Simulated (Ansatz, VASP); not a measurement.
**Au in VASP and in Ansatz**

Contents of INCAR:

```
SYSTEM = Au
PREC     = Accurate       ! precision mode
ENCUT    = 520            ! plane-wave cutoff, eV
EDIFF    = 1E-6           ! SCF threshold, eV
ISMEAR   = -1             ! smearing method
SIGMA    = 0.05           ! smearing width, eV
LREAL    = .False.        ! projectors in reciprocal space
LASPH    = .True.         ! aspherical terms in the spheres
NELM     = 60             ! most SCF steps
ALGO     = Normal         ! electronic algorithm
ISIF     = 2              ! what is computed and relaxed
LWAVE    = .False.        ! write WAVECAR
LCHARG   = .False.        ! write CHGCAR
NBANDS   = 18             ! bands
```

KPOINTS

```
regular mesh
0
Gamma
  11 11 6
  0 0 0
```

File POSCAR:

```
Au
1.0
    1.4206566610     -2.5728602271      0.0000000000
    1.4206566610      2.5728602271      0.0000000000
    0.0000000000      0.0000000000      4.9255756512
Au
2
Direct
    0.3346720300      0.6653279700      0.2500000000
    0.6653279700      0.3346720300      0.7500000000
```

input.yaml

```yaml
crystal:
  lattice:
    - [1.420656661, -2.5728602271, 0.0]
    - [1.420656661, 2.5728602271, 0.0]
    - [0.0, 0.0, 4.9255756512]
  atoms:
    - { symbol: Au, position: [0.33467203, 0.66532797, 0.25] }
    - { symbol: Au, position: [0.66532797, 0.33467203, 0.75] }
kpoints:
  mp_grid: { grid: [11, 11, 6] }
scf:
  occupations: { method: fermi_dirac, width: 0.05 }
hamiltonian:
  xc: lda
  pseudopotentials: { kind: all_electron, lapw: { basis_error: 0.001 } }
output:
  forces: true
  stress: true
  eigenvalues: true
```

Change from the starting cell: volume scaled by 1.02.

Alike in both runs: task single point; functional LDA; k mesh 11 × 11 × 6; occupations fermi-dirac, width 0.05 eV; no spin polarisation.

|  | VASP | Ansatz |
| --- | --- | --- |
| version | VASP 6.6.1 | Ansatz 0.2.0 |
| potentials or method | VASP PAW LDA potentials, release 64 (Au) | all-electron LAPW, scalar-relativistic |
| plane-wave cutoff (eV) | 520 | see its input |

|  | VASP | Ansatz | Ansatz less VASP |
| --- | --- | --- | --- |
| gap on the k mesh at the Fermi level (eV) | none | none | - |
| pressure (GPa) | -11.8 | -12.1 | -0.37 |
| largest component of the traceless stress (GPa) | 1.99 | 1.89 | -0.098 |
| rms of the force components (eV/Å) | 0.004 | 0.004 | -0.0003 |

Atom by atom the forces differ by 0.000 eV/Å (rms over components). A gap of «none» marks a metal or a gap that the smearing closes. Ansatz ran all-electron here, so the differences hold the error of VASP's frozen core and of both bases.

Spin-orbit coupling is left out, which matters for the levels of Au.
